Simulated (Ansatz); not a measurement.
All numbers below come from DFT PBE, scalar-relativistic, plane waves, PAW in Ansatz 0.2.0. All cells share a 420 eV cutoff and Γ-centred k meshes spaced at most about 0.3 Å⁻¹ (2π included). No spin polarisation in the final relaxations.

All energies are static (0 K, no zero-point motion).

Two relaxed structures of LiH:

1.

```xyz
6
Lattice="2.8600 0.0000 0.0000 -1.4300 2.4768 0.0000 0.0000 0.0000 7.5630" Properties=species:S:1:pos:R:3 pbc="T T T"
Li    0.0000    0.0000    1.2605
Li    0.0000    0.0000    3.7815
Li    0.0000    0.0000    6.3025
H     0.7150    1.2384    5.0420
H     1.4300    0.0000    0.0000
H    -0.7150    1.2384    2.5210
```

2.

```xyz
2
Lattice="0.0000 2.1424 2.1424 2.1424 0.0000 2.1424 2.1424 2.1424 0.0000" Properties=species:S:1:pos:R:3 pbc="T T T"
Li    1.0712    1.0712    1.0712
H     2.1424    2.1424    2.1424
```

**Question.** Which would you expect to be lower, and how large is the difference?

**Answer.** Cell 2 is lower, by 59 meV/atom. Cell 1 has space group P6_422 (No. 181), 8.9 Å³/atom and a gap of 3.07 eV on its mesh; cell 2 has the zinc blende type, space group F-43m (No. 216), 9.8 Å³/atom and a gap of 4.24 eV. The lower one is the more open, so pressure narrows the difference. In cell 1, Li is surrounded by 4 H at 1.91 Å; H is surrounded by 4 Li at 1.91 Å. In cell 2, around Li lie 4 H at 1.86 Å; around H lie 4 Li at 1.86 Å. Both come from invented guesses. The part of the Crystallography Open Database at hand lists LiH in space group No. 225, which no cell shown has.

Kohn–Sham gaps at this level usually fall short of measured ones. With hydrogen, zero-point motion can shift such differences by 10 meV/atom or more. Cells relaxed within their symmetry can be saddle points.
